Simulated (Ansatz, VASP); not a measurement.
## Two plane-wave programs on SiC

```
Si C
1.0
     0.00000    2.24461    2.29936
     2.24461    0.00000    2.29936
     2.24461    2.24461    0.00000
Si C
1 1
Direct
  0.00000 0.00000 0.00000
  0.75000 0.75000 0.75000
```

Change from the starting cell: strain +0.025 along x and y, +0.050 along z, atoms carried along.

Alike in both runs: task single point; functional PBE; k mesh 10 × 10 × 10; occupations gaussian, width 0.05 eV; no spin polarisation.

```csv
,VASP,Ansatz
version,VASP 6.6.1,Ansatz 0.2.0
potentials or method,"VASP PAW PBE potentials, release 64 (Si, C)","scalar-relativistic, plane waves, PAW"
plane-wave cutoff (eV),520,420
valence electrons in the cell,8,8
```

Ansatz gave:

```
gap on the k mesh at the Fermi level (eV)       : 1.33
least direct gap on the mesh (eV)               : 4.40
pressure (GPa)                                  : -17.2
largest component of the traceless stress (GPa) : 4.15
```

Q: What did VASP give for the same quantities?

A: gap on the k mesh at the Fermi level (eV): 1.33; least direct gap on the mesh (eV): 4.40; pressure (GPa): -17.2; largest component of the traceless stress (GPa): 4.16.

The functional is the same, so the differences come from potentials, cutoffs and numerics.

Caveats: so large a pressure means that the cell lies far from this level's equilibrium, or that cutoff or potentials fall short (VASP). A k mesh can miss the band edges.
